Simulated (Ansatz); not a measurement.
# How the conductance of RuAl/MgO/V changes with thickness, part 6 of 6

Wanted: T(E), the conductance and its decay constant for RuAl/MgO/V. The lower electrode is RuAl B2(001), the upper one V bcc(001); the barrier is MgO rock salt(001) (non-polar). In the first transport cell, after relaxation, the nearest pair of electrode and barrier is Al–O at 2.02 Å, along the normal, at the lower face and V–O at 2.12 Å, along the normal, at the upper one. All share a net of side 3.003 Å, which strains the lower electrode by +0.1 %, the upper one by +0.8 % and the barrier by -0.1 %, against typed lattice constants near PBE's. The first steps treat the bulk electrodes alone.

Ansatz 0.2.0; PBE DFT, plane waves, PAW files (the session's first sound run).

So far, transmission at the Fermi level (a spin, zone mean): step 5 (the open system: T(E)) 4.3e-6; step 6 (30 atoms, atomic planes in the barrier 2, gap between the …) 0.00238; step 7 (32 atoms, atomic planes in the barrier 3, gap between the …) 1.2e-4; step 11 (40 atoms, atomic planes in the barrier 7, gap between the …) 9.6e-10.

The structure was built from a prototype and need not be the compound's stable phase.

## 13. Conductance on a fine mesh, atomic planes in the barrier 10, gap between the electrodes 23.28 Å

Level of this step: PBE DFT, plane waves, PAW files; ballistic transmission by layer matching between semi-infinite leads (Ansatz).

System of this step: RuAl/MgO/V. The cell holds 46 atoms: 8 Al, 7 Ru, 10 O, 10 Mg and 11 V. Cell: a = 3.003 Å, b = 3.003 Å, c = 72.839 Å, α = 90.0°, β = 90.0°, γ = 90.0°. Regions: left electrode, 15 atoms (8 Al and 7 Ru); barrier, 20 atoms (10 O and 10 Mg); right electrode, 11 atoms (11 V). Vacuum lies along c.

Barrier layers are added or taken out in the middle, and the relaxed faces stay.

Input file input.yaml:

```yaml
crystal:
  lattice:
    - [3.003, 0.0, 0.0]
    - [0.0, 3.003, 0.0]
    - [0.0, 0.0, 72.8387480674]
  atoms:
    - { symbol: Al, position: [0.5, 0.5, 0.0961026951] }
    - { symbol: Ru, position: [0.0, 0.0, 0.1167175055] }
    - { symbol: Al, position: [0.5, 0.5, 0.1373323158] }
    - { symbol: Ru, position: [0.0, 0.0, 0.1579471261] }
    - { symbol: Al, position: [0.5, 0.5, 0.1785619364] }
    - { symbol: Ru, position: [0.0, 0.0, 0.1991767467] }
    - { symbol: Al, position: [0.5, 0.5, 0.219791557] }
    - { symbol: Ru, position: [0.0, 0.0, 0.2404063673] }
    - { symbol: Al, position: [0.5, 0.5, 0.2610211777] }
    - { symbol: Ru, position: [0.0, 0.0, 0.281635988] }
    - { symbol: Al, position: [0.5, 0.5, 0.3022507983] }
    - { symbol: Ru, position: [0.0, 0.0, 0.3228656086] }
    - { symbol: Al, position: [0.5, 0.5, 0.3434804189] }
    - { symbol: Ru, position: [0.0, 0.0, 0.3640952292] }
    - { symbol: Al, position: [0.5, 0.5, 0.3813028231] }
    - { symbol: O, position: [0.5, 0.5, 0.4090677391] }
    - { symbol: Mg, position: [0.0, 0.0, 0.4085154742] }
    - { symbol: O, position: [0.0, 0.0, 0.4379408992] }
    - { symbol: Mg, position: [0.5, 0.5, 0.4383459744] }
    - { symbol: O, position: [0.5, 0.5, 0.4671889759] }
    - { symbol: Mg, position: [0.0, 0.0, 0.467594051] }
    - { symbol: O, position: [0.0, 0.0, 0.4964370525] }
    - { symbol: Mg, position: [0.5, 0.5, 0.4968421277] }
    - { symbol: O, position: [0.5, 0.5, 0.5256851292] }
    - { symbol: Mg, position: [0.0, 0.0, 0.5260902043] }
    - { symbol: O, position: [0.0, 0.0, 0.5549332058] }
    - { symbol: Mg, position: [0.5, 0.5, 0.555338281] }
    - { symbol: O, position: [0.5, 0.5, 0.5841812825] }
    - { symbol: Mg, position: [0.0, 0.0, 0.5845863576] }
    - { symbol: O, position: [0.0, 0.0, 0.6134293592] }
    - { symbol: Mg, position: [0.5, 0.5, 0.6138344343] }
    - { symbol: O, position: [0.5, 0.5, 0.6428327356] }
    - { symbol: Mg, position: [0.0, 0.0, 0.6429272112] }
    - { symbol: O, position: [0.0, 0.0, 0.6717158239] }
    - { symbol: Mg, position: [0.5, 0.5, 0.6727910126] }
    - { symbol: V, position: [0.0, 0.0, 0.7008765922] }
    - { symbol: V, position: [0.5, 0.5, 0.7189173677] }
    - { symbol: V, position: [0.0, 0.0, 0.739470694] }
    - { symbol: V, position: [0.5, 0.5, 0.7600240204] }
    - { symbol: V, position: [0.0, 0.0, 0.7805773467] }
    - { symbol: V, position: [0.5, 0.5, 0.8011306731] }
    - { symbol: V, position: [0.0, 0.0, 0.8216839994] }
    - { symbol: V, position: [0.5, 0.5, 0.8422373258] }
    - { symbol: V, position: [0.0, 0.0, 0.8627906522] }
    - { symbol: V, position: [0.5, 0.5, 0.8833439785] }
    - { symbol: V, position: [0.0, 0.0, 0.9038973049] }
kpoints:
  mp_grid: { grid: [10, 10, 1] }
scf:
  occupations: { method: fermi_dirac, width: 0.1 }
  max_iter: 150
hamiltonian:
  xc: pbe
output:
  transmission:
    kmesh: [28, 28]
    e_range: [-0.26, 0.27]
    de: 0.0375
    leads: [[6, 8], [40, 41]]
```

Launch:

```console
$ ansatz run input.yaml --threads 4 --pin off --max-ram 12288MiB --backend cpu --events-out ev --progress --plain --runs-dir out
```

Numbers of over 12 decimals in the logs are rounded to 6 here.

The program printed:

```text
[...]
Crystal: 46 atoms, lattice volume = 656.860 Å³
Basis set: ecut = 420 eV, 12563 PW (Γ)
Bands: 266, of which v1, the nominal top of the filled ones, is band 220 counted from 1 (219 counted from 0)
Symmetry: 8 space group operations
[...]
k-points: 21 of 100
[...]
channels       : 1.437500e0 a spin
[...]
slowest decay  : 0.0482 /Å at (0.1786, 0.1071)
[...]
filled         : 10.0 meV over the level at which it is neutral
    channels       : 2.544643e0 a spin
[...]
slowest decay  : 0.0203 /Å at (0.3571, 0.2857)
  junction   : crystal 0 to crystal 1, 18.96 to 58.30 Å
    transmission   : 3.480374e-12 a spin
[...]
resistance     : 2.0468e8 Ω µm² beyond half of each lead's own
[key lines of the parts left out:]
SCF converged after 12 iterations
Free energy (F): -102435.226509 eV
Fermi energy:    11.444010 eV
```

Elapsed: 6.8 min, on 4 threads of Intel Xeon Platinum 8488C (Sapphire Rapids), shared host; peak memory 5 GiB; 21 min of CPU time.

One spin. Transmission, zone mean against energy, zero at the Fermi level:

```csv
energy (eV),"transmission, zone mean"
-0.260,1.3e-12
-0.223,1.7e-12
-0.185,2.1e-12
-0.147,2.8e-12
-0.110,1.9e-12
-0.072,3.1e-12
-0.035,3.1e-12
0.003,3.5e-12
0.040,7.6e-12
0.077,6.6e-11
0.115,1.5e-11
0.152,1.8e-11
0.190,2.1e-12
0.228,5.6e-11
0.265,2.3e-13
```

G = 4886 S/m² (1/G = 2.0e8 Ω µm²), 0.23 times the step before of this kind. Apart from band edges and resonances, the largest error estimate is 82 %, from the mesh across the current. For edges and narrow resonances that could lie between the energies solved the program puts 30407 %, while dropping every other energy moves G by 20 %. In the worse lead the potential repeats within 10 meV, which the program lets pass, though it still puts 38 % of error on the junction's conductance through them.

## 14. Side by side

Times are for 4 threads of Intel Xeon Platinum 8488C (Sapphire Rapids), shared host. The series side by side:

```csv
no.,gap between the electrodes (Å),junction conductance (S/m²),resistance-area product beyond the leads (Ω um²),time,memory (GiB)
1,6.23,2.10e12,0.4758,4.2 min,3.0
2,8.36,1.04e11,9.626,4.4 min,3.2
3,10.49,4.49e9,222.7,4.9 min,3.4
4,12.63,2.34e8,4275,5 min,3.7
5,14.76,14397000,69460,5.1 min,3.9
6,16.89,1039700,961800,5.5 min,4.2
7,21.15,20893,47864000,6.1 min,4.7
8,23.28,4886,2.05e8,6.8 min,5.0
```

The runs together. Transmission, zone mean against energy, zero at the Fermi level:

```csv
energy (eV),6.23,8.36,12.63,14.76,21.15,23.28
-0.260,0.00468,1.6e-4,3.4e-7,1.9e-8,7.9e-12,1.3e-12
-0.223,0.00460,2.3e-4,4.3e-7,2.1e-8,9.4e-12,1.7e-12
-0.185,0.00410,2.0e-4,3.8e-7,2.0e-8,1.1e-11,2.1e-12
-0.147,0.00366,1.8e-4,3.4e-7,1.9e-8,1.3e-11,2.8e-12
-0.110,0.00328,1.6e-4,3.2e-7,1.8e-8,9.5e-12,1.9e-12
-0.072,0.00293,1.5e-4,3.0e-7,1.8e-8,1.4e-11,3.1e-12
-0.035,0.00261,1.3e-4,2.8e-7,1.6e-8,1.3e-11,3.1e-12
0.003,0.00238,1.2e-4,2.6e-7,1.5e-8,1.3e-11,3.5e-12
0.040,0.00221,1.1e-4,2.6e-7,1.7e-8,3.5e-11,7.6e-12
0.077,0.00215,1.0e-4,2.9e-7,2.8e-8,2.5e-10,6.6e-11
0.115,0.00209,1.0e-4,2.5e-7,1.7e-8,5.6e-11,1.5e-11
0.152,0.00212,1.0e-4,2.5e-7,1.7e-8,6.0e-11,1.8e-11
0.190,0.00226,1.1e-4,2.6e-7,1.6e-8,8.4e-12,2.1e-12
0.228,0.00447,2.9e-4,6.8e-7,3.4e-8,1.5e-10,5.6e-11
0.265,0.00760,2.9e-4,4.8e-7,2.1e-8,3.7e-12,2.3e-13
```

## 15. Fit against thickness

This step: Fit of the logarithm of the conductance against the barrier's thickness, from PBE DFT, plane waves, PAW files (Ansatz 0.2.0).

No new run: the logarithm is fitted against the thickness.

This step gave:

* decay constant of the conductance: 1.18 Å⁻¹
* r.m.s. misfit of ln G: 0.77

From the end points alone, β = ln(2.1e+12 / 4.89e+03) / 17.05 Å = 19.88 / 17.05 Å = 1.17 Å⁻¹. One end point carries an error estimate of 82 %; a factor of 1.8 on it would move β by 0.03 Å⁻¹.

## 16. A repeat with changed settings, 34 atoms

This step: PBE DFT, plane waves, PAW files; ballistic transmission by layer matching between semi-infinite leads; changed: output.transmission.leads = null (Ansatz 0.2.0).

System of this step: RuAl/MgO/V. The cell holds 34 atoms: 8 Al, 7 Ru, 4 O, 4 Mg and 11 V. Its edges and angles: a = 3.003 Å, b = 3.003 Å, c = 60.056 Å, α = 90.0°, β = 90.0°, γ = 90.0°. Regions: left electrode, 15 atoms (8 Al and 7 Ru); barrier, 8 atoms (4 O and 4 Mg); right electrode, 11 atoms (11 V). Vacuum lies along c.

This run repeats an earlier one, its twin (the spectrum run, 4 atomic planes between the electrodes), with one setting changed (output.transmission.leads; files written aside). It is meant to test whether the program finds a usable lead, or takes the one named. Where the input is shown as a difference, that is against the step before, not the twin.

Input file input.yaml:

```yaml
crystal:
  lattice:
    - [3.003, 0.0, 0.0]
    - [0.0, 3.003, 0.0]
    - [0.0, 0.0, 60.0563883453]
  atoms:
    - { symbol: Al, position: [0.5, 0.5, 0.1165571256] }
    - { symbol: Ru, position: [0.0, 0.0, 0.1415595777] }
    - { symbol: Al, position: [0.5, 0.5, 0.1665620299] }
    - { symbol: Ru, position: [0.0, 0.0, 0.191564482] }
    - { symbol: Al, position: [0.5, 0.5, 0.2165669341] }
    - { symbol: Ru, position: [0.0, 0.0, 0.2415693863] }
    - { symbol: Al, position: [0.5, 0.5, 0.2665718384] }
    - { symbol: Ru, position: [0.0, 0.0, 0.2915742906] }
    - { symbol: Al, position: [0.5, 0.5, 0.3165767427] }
    - { symbol: Ru, position: [0.0, 0.0, 0.3415791948] }
    - { symbol: Al, position: [0.5, 0.5, 0.366581647] }
    - { symbol: Ru, position: [0.0, 0.0, 0.3915840991] }
    - { symbol: Al, position: [0.5, 0.5, 0.4165865512] }
    - { symbol: Ru, position: [0.0, 0.0, 0.4415890034] }
    - { symbol: Al, position: [0.5, 0.5, 0.4624590495] }
    - { symbol: O, position: [0.5, 0.5, 0.4961334308] }
    - { symbol: Mg, position: [0.0, 0.0, 0.4954636223] }
    - { symbol: O, position: [0.0, 0.0, 0.5311519341] }
    - { symbol: Mg, position: [0.5, 0.5, 0.5316432252] }
    - { symbol: O, position: [0.5, 0.5, 0.5668135046] }
    - { symbol: Mg, position: [0.0, 0.0, 0.5669280884] }
    - { symbol: O, position: [0.0, 0.0, 0.6018440493] }
    - { symbol: Mg, position: [0.5, 0.5, 0.6031480804] }
    - { symbol: V, position: [0.0, 0.0, 0.6372113752] }
    - { symbol: V, position: [0.5, 0.5, 0.6590919367] }
    - { symbol: V, position: [0.0, 0.0, 0.6840198186] }
    - { symbol: V, position: [0.5, 0.5, 0.7089477006] }
    - { symbol: V, position: [0.0, 0.0, 0.7338755826] }
    - { symbol: V, position: [0.5, 0.5, 0.7588034645] }
    - { symbol: V, position: [0.0, 0.0, 0.7837313465] }
    - { symbol: V, position: [0.5, 0.5, 0.8086592285] }
    - { symbol: V, position: [0.0, 0.0, 0.8335871105] }
    - { symbol: V, position: [0.5, 0.5, 0.8585149924] }
    - { symbol: V, position: [0.0, 0.0, 0.8834428744] }
kpoints:
  mp_grid: { grid: [10, 10, 1] }
scf:
  occupations: { method: fermi_dirac, width: 0.1 }
  max_iter: 150
hamiltonian:
  xc: pbe
output:
  transmission: { kmesh: [12, 12], e_range: [-4, 2], de: 0.1 }
  dos: { projected: true, e_range: [-6, 5], de: 0.05 }
  write_potential: true
  write_density: true
  volumetric_format: npy
```

The program printed:

```text
[...]
Crystal: 34 atoms, lattice volume = 541.589 Å³
Basis set: ecut = 420 eV, 10353 PW (Γ)
Bands: 206, of which v1, the nominal top of the filled ones, is band 172 counted from 1 (171 counted from 0)
Symmetry: 8 space group operations
[...]
k-points: 21 of 100
[...]
SCF iter   1: F=—  HF=-87473.147365 eV  |F-HF|=—  |Δ(HF+E_count)|=         —  Δρ=5.40e-2  dr2=2.88e3  ethr=1.77e-3  ⟨swp⟩=7.5  Hψ=19716  notcnv=0
[...]
SCF iter  11: F=-87470.405213 eV  HF=-87470.405213 eV  |F-HF|=6.24e-8  |Δ(HF+E_count)|=   1.19e-8  Δρ=1.97e-6  dr2=7.85e-8  ethr=2.92e-11  ⟨swp⟩=3.0  Hψ=8212  notcnv=0
SCF 1 converged in 11 iterations: F = -87470.405213 eV  dr2 = 7.85e-8
[...]
transmission: 360 of 3584 steps passed
transmission: 718 of 3584 steps passed
[...]
transmission: 3584 of 3584 steps passed
[...]
SCF converged after 11 iterations
Free energy (F): -87470.405213 eV
[...]
Internal energy: -87469.494825 eV  (E = F + TS)
E sigma→0 (E₀):  -87469.950019 eV
Entropy (-TS):   -0.910388 eV (-26.776 meV/atom)
Fermi energy:    11.375909 eV
[...]
--- Band table (eV; the first three rows and the last of 21) ---
  k-point 0: bands = [... 168 lower, 11.7154, 11.7441, 11.7441, 11.7533, 11.7596, 11.7596, 11.7746, 11.7746, ... 30 higher]
  k-point 1: bands = [... 168 lower, 11.5244, 11.5435, 11.5660, 11.6274, 11.6326, 11.6327, 11.7216, 11.7271, ... 30 higher]
  k-point 2: bands = [... 168 lower, 11.2737, 11.3327, 11.3334, 11.4028, 11.4731, 11.5137, 11.6416, 11.6722, ... 30 higher]
  k-point 20: bands = [... 168 lower, 12.4863, 12.6183, 12.6183, 12.6695, 12.7334, 12.7691, 12.8562, 12.8767, ... 30 higher]
--- Transmission ---
  basis      : 81 plane waves across, 88 finite elements along
  points     : 28, standing for a mesh of 12 x 12
[...]
channels       : 1.354167e0 a spin
[...]
slowest decay  : 0.0543 /Å at (0.0833, 0.0000)
[...]
channels       : 2.409722e0 a spin
[...]
slowest decay  : 0.1152 /Å at (0.4167, 0.2500)
  junction   : crystal 0 to crystal 1, 19.07 to 45.52 Å
    transmission   : 4.329143e-6 a spin
[...]
junction   : crystal 0 to crystal 0, 19.07 to 76.12 Å
    transmission   : 5.238268e-18 a spin
[...]
junction   : crystal 1 to crystal 0, 47.02 to 76.12 Å
    transmission   : 2.833276e-11 a spin
[...]
junction   : crystal 1 to crystal 1, 47.02 to 105.58 Å
    transmission   : 1.560352e-17 a spin
[...]
```

The job ended after 3.5 min (4 threads; peak memory 4 GiB).

This number moved little. The transmission at the Fermi level, both spins, is 8.7e-6 against 8.7e-6 in the twin: no change within 1 %.

## 17. A check of the settings, 30 atoms

This step: PBE DFT, plane waves, PAW files; ballistic transmission by layer matching between semi-infinite leads; changed: output.transmission.kmesh = [7, 7], output.transmission.e_range = [-3, 3], output.transmission.de = 0.02 (Ansatz 0.2.0).

System of this step: RuAl/MgO/V. The cell holds 30 atoms: 8 Al, 7 Ru, 2 O, 2 Mg and 11 V. Cell: a = 3.003 Å, b = 3.003 Å, c = 55.796 Å, α = 90.0°, β = 90.0°, γ = 90.0°. Regions: left electrode, 15 atoms (8 Al and 7 Ru); barrier, 4 atoms (2 O and 2 Mg); right electrode, 11 atoms (11 V). Vacuum lies along c.

This run repeats an earlier one, its twin (the conductance run, 2 atomic planes between the electrodes), with three settings changed (output.transmission.kmesh, output.transmission.e_range, output.transmission.de; files written aside). It is meant to test whether the mesh across the current is converged and what the energy window and step decide. Where the input is shown as a difference, that is against the step before, not the twin.

Input file input.yaml:

```yaml
crystal:
  lattice:
    - [3.003, 0.0, 0.0]
    - [0.0, 3.003, 0.0]
    - [0.0, 0.0, 55.7956017713]
  atoms:
    - { symbol: Al, position: [0.5, 0.5, 0.1254579174] }
    - { symbol: Ru, position: [0.0, 0.0, 0.1523696619] }
    - { symbol: Al, position: [0.5, 0.5, 0.1792814063] }
    - { symbol: Ru, position: [0.0, 0.0, 0.2061931507] }
    - { symbol: Al, position: [0.5, 0.5, 0.2331048951] }
    - { symbol: Ru, position: [0.0, 0.0, 0.2600166396] }
    - { symbol: Al, position: [0.5, 0.5, 0.286928384] }
    - { symbol: Ru, position: [0.0, 0.0, 0.3138401284] }
    - { symbol: Al, position: [0.5, 0.5, 0.3407518728] }
    - { symbol: Ru, position: [0.0, 0.0, 0.3676636173] }
    - { symbol: Al, position: [0.5, 0.5, 0.3945753617] }
    - { symbol: Ru, position: [0.0, 0.0, 0.4214871061] }
    - { symbol: Al, position: [0.5, 0.5, 0.4483988506] }
    - { symbol: Ru, position: [0.0, 0.0, 0.475310595] }
    - { symbol: Al, position: [0.5, 0.5, 0.4977743655] }
    - { symbol: O, position: [0.5, 0.5, 0.5340202641] }
    - { symbol: Mg, position: [0.0, 0.0, 0.5332993061] }
    - { symbol: O, position: [0.0, 0.0, 0.571439188] }
    - { symbol: Mg, position: [0.5, 0.5, 0.5728428005] }
    - { symbol: V, position: [0.0, 0.0, 0.6095073115] }
    - { symbol: V, position: [0.5, 0.5, 0.6330587646] }
    - { symbol: V, position: [0.0, 0.0, 0.6598902444] }
    - { symbol: V, position: [0.5, 0.5, 0.6867217242] }
    - { symbol: V, position: [0.0, 0.0, 0.7135532039] }
    - { symbol: V, position: [0.5, 0.5, 0.7403846837] }
    - { symbol: V, position: [0.0, 0.0, 0.7672161635] }
    - { symbol: V, position: [0.5, 0.5, 0.7940476433] }
    - { symbol: V, position: [0.0, 0.0, 0.820879123] }
    - { symbol: V, position: [0.5, 0.5, 0.8477106028] }
    - { symbol: V, position: [0.0, 0.0, 0.8745420826] }
kpoints:
  mp_grid: { grid: [10, 10, 1] }
scf:
  occupations: { method: fermi_dirac, width: 0.1 }
  max_iter: 150
hamiltonian:
  xc: pbe
output:
  transmission:
    kmesh: [7, 7]
    e_range: [-3, 3]
    de: 0.02
    leads: [[6, 8], [24, 25]]
```

The program printed:

```text
[...]
Crystal: 30 atoms, lattice volume = 503.165 Å³
Basis set: ecut = 420 eV, 9627 PW (Γ)
Bands: 187, of which v1, the nominal top of the filled ones, is band 156 counted from 1 (155 counted from 0)
Symmetry: 8 space group operations
[...]
k-points: 21 of 100
[...]
SCF iter   1: F=—  HF=-82484.417212 eV  |F-HF|=—  |Δ(HF+E_count)|=         —  Δρ=4.99e-2  dr2=2.00e3  ethr=1.77e-3  ⟨swp⟩=7.5  Hψ=18123  notcnv=0
[...]
SCF iter  10: F=-82482.139974 eV  HF=-82482.139974 eV  |F-HF|=4.54e-8  |Δ(HF+E_count)|=   5.66e-9  Δρ=1.67e-6  dr2=5.10e-8  ethr=3.22e-11  ⟨swp⟩=6.2  Hψ=10476  notcnv=0
SCF 1 converged in 10 iterations: F = -82482.139974 eV  dr2 = 5.10e-8
[...]
transmission: 42 of 420 steps passed
transmission: 84 of 420 steps passed
[...]
transmission: 420 of 420 steps passed
SCF converged after 10 iterations
Free energy (F): -82482.139974 eV
[...]
Internal energy: -82481.229064 eV  (E = F + TS)
E sigma→0 (E₀):  -82481.684519 eV
Entropy (-TS):   -0.910910 eV (-30.364 meV/atom)
Fermi energy:    11.350110 eV
[...]
--- Band table (eV; the first three rows and the last of 21) ---
  k-point 0: bands = [... 152 lower, 11.6896, 11.7181, 11.7181, 11.7275, 11.7334, 11.7334, 11.7486, 11.7486, ... 27 higher]
  k-point 1: bands = [... 152 lower, 11.4986, 11.5175, 11.5402, 11.6015, 11.6067, 11.6068, 11.6956, 11.7012, ... 27 higher]
  k-point 2: bands = [... 152 lower, 11.2482, 11.3068, 11.3069, 11.3768, 11.4469, 11.4880, 11.6155, 11.6464, ... 27 higher]
  k-point 20: bands = [... 152 lower, 12.4616, 12.5941, 12.5941, 12.6483, 12.7075, 12.7433, 12.8304, 12.8509, ... 27 higher]
--- Transmission ---
  basis      : 81 plane waves across, 42 finite elements along
  points     : 10, standing for a mesh of 7 x 7
[...]
filled         : 18.0 meV over the level at which it is neutral
    channels       : 1.510204e0 a spin
[...]
slowest decay  : 0.0608 /Å at (0.2857, 0.1429)
[...]
filled         : 17.0 meV over the level at which it is neutral
    channels       : 2.714286e0 a spin
[...]
junction   : crystal 0 to crystal 1, 18.96 to 41.26 Å
    transmission   : 4.153047e-3 a spin
    conductance    : 3.5532e12 S/m² at 300 K (3.5547e12 on every other energy)
[...]
resistance     : 2.8082e-1 Ω µm² beyond half of each lead's own
```

Wall time 2.3 min (4 threads); peak memory 3 GiB.

Residual by cycle:

cycle, log10 residual and a bar from the least value:
```
        1        3.3 ##############################
        2        1.9 ##########################
        3        0.2 #####################
        4       -1.3 #################
        5       -1.9 ###############
        6       -3.8 ##########
        7       -4.5 ########
        8       -5.4 #####
        9       -6.8 #
       10       -7.3
```

The run finished with changed settings (output.transmission.kmesh = [7, 7], output.transmission.e_range = [-3, 3] and output.transmission.de = 0.02); it serves as a test.

The conductance is 3.6e12 S/m² against 2.1e12 S/m² in the twin: a change of +69 %, at 0.70 times the CPU time.

The two runs compared:

```csv
quantity,this run,sound run,difference
"transmission at the Fermi level (a spin, zone mean)",0.0041530,0.0023769,0.00178
channels of the lower lead,1.5102,1.4375,0.0727
channels of the upper lead,2.7143,2.5446,0.170
ballistic conductance of the lower lead (S/m²),1.263e15,1.225e15,3.8e13
ballistic conductance of the upper lead (S/m²),2.213e15,2.180e15,3.3e13
junction conductance (S/m²),3.553e12,2.099e12,1.5e12
resistance-area product beyond the leads (Ω um²),0.28082,0.47576,-0.195
```

One result that differs is the transmission at the Fermi level (a spin, zone mean), 0.00415 against 0.00238.

## 18. What came out

```
1/G at 6.23 Å gap : 0.476 Ω um²
1/G at 23.3 Å gap : 2.0e8 Ω um²
decay constant β  : 1.18 Å⁻¹
```

A fit of ln G against d gives β = 1.2 Å⁻¹, and step by step the slopes are 1.41, 1.47, 1.38, 1.31, 1.23, 0.92 and 0.68 Å⁻¹. They differ by more than a fifth, so the fit is an average; how much of this is a real bend and how much error of the runs wasn't traced. At the Fermi level the layers of the barrier in the wide-window run (4 planes) hold from 4.8e-4 to 0.044 states an eV and atom. For band edges and narrow resonances between the energies solved the program's estimate reaches 48523 %, so such features can't be ruled out. The program's largest other error estimate on these conductances is 82 %, from the mesh across the current, in the run that gave 4886 S/m². No spin-orbit coupling, phonons, disorder or image charges enter; the interfaces are ordered, one cell wide and lattice-matched by strain. Semilocal gaps are too small, which can bring a band edge of the barrier nearer to the Fermi level than it is.

[Logs are printed without paths, hosts, clocks, repeated set-up lines and the standing remarks that a program may print on its own settings, such as how far it seeks lower states.]

[Hosts, paths, dates, database ids (printed as entryN), source tags and the programs' standing remarks are cut or masked in the printed files.]
